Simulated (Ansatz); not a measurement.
Computed with DFT PBE, scalar-relativistic, plane waves, PAW in Ansatz. Settings: cutoff 420 eV, Γ-centred meshes spaced at most about 0.3 Å⁻¹, and about 0.25 Å⁻¹ or finer for metals (2π included), Gaussian smearing. No spin polarisation.

These are static total energies at zero pressure.

Compare these two cells of Mg5Te2, each relaxed at this level.

A.

```xyz
7
Lattice="2.0855 1.2040 12.8752 -2.0855 1.2040 12.8752 0.0000 -2.4081 12.8752" Properties=species:S:1:pos:R:3 pbc="T T T"
Mg    0.0000    0.0000   16.3220
Mg    0.0000    0.0000    0.0000
Mg    0.0000    0.0000    5.4864
Mg    0.0000    0.0000   33.1392
Mg    0.0000    0.0000   22.3036
Te    0.0000    0.0000   27.5071
Te    0.0000    0.0000   11.1185
```

B.

```xyz
7
Lattice="4.2427 0.0000 0.0000 -2.1213 3.6743 0.0000 0.0000 0.0000 12.3807" Properties=species:S:1:pos:R:3 pbc="T T T"
Mg    0.0000    2.4495    8.9465
Mg    2.1213    1.2248    7.0271
Mg    2.1213    1.2248    3.4342
Mg    0.0000    2.4495    5.3536
Mg    0.0000    0.0000    0.0000
Te    2.1213    1.2248   10.6379
Te    0.0000    2.4495    1.7428
```

Task: Which form is favoured at zero pressure, and by what margin per atom?

Result: They are level within the accuracy (5 meV/atom apart, with B the lower in these runs). A has space group R-3m (No. 166), 27.7 Å³/atom and no gap on its mesh; B has space group P-3m1 (No. 164), 27.6 Å³/atom and no gap. Counting Mg atoms around Te (those within 1.25 times the shortest such distance or 1.15 times the sum of covalent radii; a plus sign parts nearer from farther groups), A has Te 6 and B has Te 6+1. Both come from invented guesses. The lowest form computed isn't among them: it has space group P-1 (No. 2), 27.6 Å³/atom and lies 47 meV/atom below the best shown.

For metals, differences of a few meV/atom aren't resolved. Spin–orbit coupling, which can matter for Te, is left out. Cells relaxed within their symmetry can be saddle points. Some structure types and database cells were kept out of the candidates from the start, so a known form may be missing.
